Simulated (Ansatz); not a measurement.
## Is this Ti3Al structure a true minimum?

It was reached by relaxing an invented guess, and it needn't be the stable form of this composition.

The calculation used DFT PBE, scalar-relativistic, plane waves, PAW in Ansatz. Settings: cutoff 420 eV, Γ-centred mesh 12×12×12 on the computed 4-atom cell, Gaussian smearing of 0.10 eV; no spin polarisation.

The cell below (4 atoms, space group Pm-3m (No. 221)) is relaxed within its symmetry.

```xyz
4
Lattice="4.0510 0.0000 0.0000 0.0000 4.0510 0.0000 0.0000 0.0000 4.0510" Properties=species:S:1:pos:R:3 pbc="T T T"
Ti    0.0000    2.0255    0.0000
Ti    0.0000    0.0000    2.0255
Ti    2.0255    0.0000    0.0000
Al    2.0255    2.0255    2.0255
```

For the test a repeat of it with 8 atoms (edges 4.05, 4.05, 8.10 Å) was strained at random (σ = 1.5 % a component), the atoms were moved at random (σ = 0.10 Å), and all was relaxed again on a coarse 6×6×4 mesh (in the run’s order of axes) with 0.20 eV smearing, with no symmetry imposed.

Question: What happens?

Answer: It returns, within 1 meV/atom of the unmoved cell on that mesh and with the same symmetry when read at 0.1 Å. So it is stable against the distortions that fit this cell and that this random move excites. Modes that don't fit the cell aren't tested. Another cell of Ti3Al relaxed alike, in P6_3/mmc (a cell as deposited in COD), lies 18 meV/atom lower, so this cell isn't the stable form at this level.
